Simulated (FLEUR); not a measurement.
The system is Bi.

```
Bi
1.0
    -1.98143    1.98143    1.98143
     1.98143   -1.98143    1.98143
     1.98143    1.98143   -1.98143
Bi
1
Direct
  0.00000 0.00000 0.00000
```

This isn't the form of Bi at room conditions, which is rhombohedral.

- Program: FLEUR MaX-R8.1 (later development tree)
- Task: single point
- Functional: PBE
- Potentials or basis: all-electron
- Basis: FLAPW
- Kmax: 4.1 1/bohr
- k mesh: 9 × 9 × 9
- Occupations: fermi-dirac, width 0.05 eV
- Spin: no spin polarisation
- Gmax: 12.7 1/bohr
- Muffin-tin radii: Bi 2.66 bohr
- lmax: Bi 11
- Local orbitals a species: Bi 5
- Max iterations: 60
- Mixing factor: 0.05
- Mixer: Anderson
- Mixer history: 15
- Density convergence: 1e-05 me/bohr^3

On this cell: band gap on the k mesh none (metal or under the smearing width).

The same run follows on a disturbed copy (cell strained at random at fixed volume):

```
CELL_PARAMETERS angstrom
-2.05109 1.93226 1.96372
2.00913 -1.95414 1.94364
2.06996 1.97301 -1.98560
ATOMIC_POSITIONS crystal
Bi 0.98622 0.98269 0.98033
```

Q: What changes?

A: The energy (extrapolated to zero smearing) moves by +6.1 meV/atom; band gap on the k mesh none (metal or under the smearing width).

Caveats: spin-orbit coupling is left out, which moves the levels of the heavy elements.
